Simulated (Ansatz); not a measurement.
Runs of Ansatz 0.2.0 on MnS. It takes space group F-43m (No. 216, cubic). The conventional cell has a = 4.947 Å, b = 4.947 Å, c = 4.947 Å, α = 90.00°, β = 90.00°, γ = 90.00°. Around Mn (site symmetry -43m) lie 4 S at 2.14 Å. Around S (site symmetry -43m) lie 4 Mn at 2.14 Å. The cell is a database's computed one.

```tsv
task	level	potentials or basis	U	cell	k mesh	cutoff (eV)	smearing	basis error allowed	gap on the mesh (eV)	pressure (GPa)	moment (μB)	V0 of scaled cells (Å³/atom)	relaxed volume (Å³/atom)	B0 (GPa)
single point	PBEsol+D4+U	all-electron LAPW, scalar-relativistic	Mn d U = 4.5 eV	as given	9 × 9 × 9	344	fermi-dirac 0.1 eV	0.001 eV/atom	none	49.7	4.60	-	-	-
equation of state	PBEsol	all-electron LAPW, scalar-relativistic	-	as given	9 × 9 × 9	-	fermi-dirac 0.05 eV	0.0005 eV/atom	-	-	-	14.82	-	151
phonons	PBEsol	all-electron LAPW, scalar-relativistic	-	as given	7 × 7 × 7	371	fermi-dirac 0.05 eV	0.001 eV/atom	none	-	(a)	-	-	-
band structure	PBEsol	all-electron LAPW, scalar-relativistic	-	as given	9 × 9 × 9	344	fermi-dirac 0.05 eV	0.001 eV/atom	-	-3.0	0.24	-	-	-
relaxation of cell and atoms	PBEsol+D4	all-electron LAPW, scalar-relativistic	-	relaxed	9 × 9 × 9	-	fermi-dirac 0.05 eV	0.001 eV/atom	-	0.0	0.19	-	14.55	-
band structure	PBEsol	all-electron LAPW, inner shells corrected to Dirac's equation	-	as given	9 × 9 × 9	344	fermi-dirac 0.05 eV	0.001 eV/atom	-	-3.0	0.24	-	-	-
density of states	PBEsol+U	all-electron LAPW, scalar-relativistic	Mn d U = 4 eV	as given	9 × 9 × 9	344	fermi-dirac 0.05 eV	0.001 eV/atom	none	48.7	4.47	-	-	-
relaxation of cell and atoms	PBEsol+D3(BJ)	all-electron LAPW, scalar-relativistic	-	relaxed	9 × 9 × 9	-	fermi-dirac 0.05 eV	0.001 eV/atom	-	0.0	(c)	-	14.38	-
density of states	PBEsol+U	all-electron LAPW, scalar-relativistic	Mn d U = 2 eV	as given	9 × 9 × 9	344	fermi-dirac 0.05 eV	0.001 eV/atom	none	34.6	3.93	-	-	-
equation of state	PBEsol	all-electron LAPW, scalar-relativistic	-	as given	9 × 9 × 9	-	fermi-dirac 0.05 eV	0.001 eV/atom	-	-	-	14.82	-	151
relaxation of cell and atoms	PBEsol	all-electron LAPW, scalar-relativistic	-	relaxed	9 × 9 × 9	-	fermi-dirac 0.05 eV	0.001 eV/atom	-	0.0	0.22	-	(b)	-
band structure	LDA	all-electron LAPW, scalar-relativistic	-	as given	9 × 9 × 9	344	fermi-dirac 0.05 eV	0.001 eV/atom	-	-6.9	0.14	-	-	-
```

Alike in all rows: spin collinear, ferromagnetic start.

Problem. Estimate the missing entries.

Solution. (a) 0.27; (b) 14.82; (c) 0.17.

Caveats: the moment fell far below its start of 4 μB, so a state of higher moment may lie lower in energy (some runs); semilocal functionals often make such compounds metallic where correlation or magnetic order opens a gap, which also shifts bond lengths (some runs); the magnetic state may not be the lowest (some runs); U is the effective U less J, on atomic orbitals that reach past the spheres (some runs); a pressure of tens of GPa on the cell as given is suspect, and the run, the potentials or the cell itself is likely at fault (some runs); a cell with one magnetic atom can't hold antiferromagnetic order, which such compounds often take (some runs); pairwise dispersion overbinds metals, which lowers pressure and volume (some runs).

A k mesh can miss the band edges.

A gap of «none» marks a metal or a gap under the smearing width.

Not every run made on this cell is shown here.
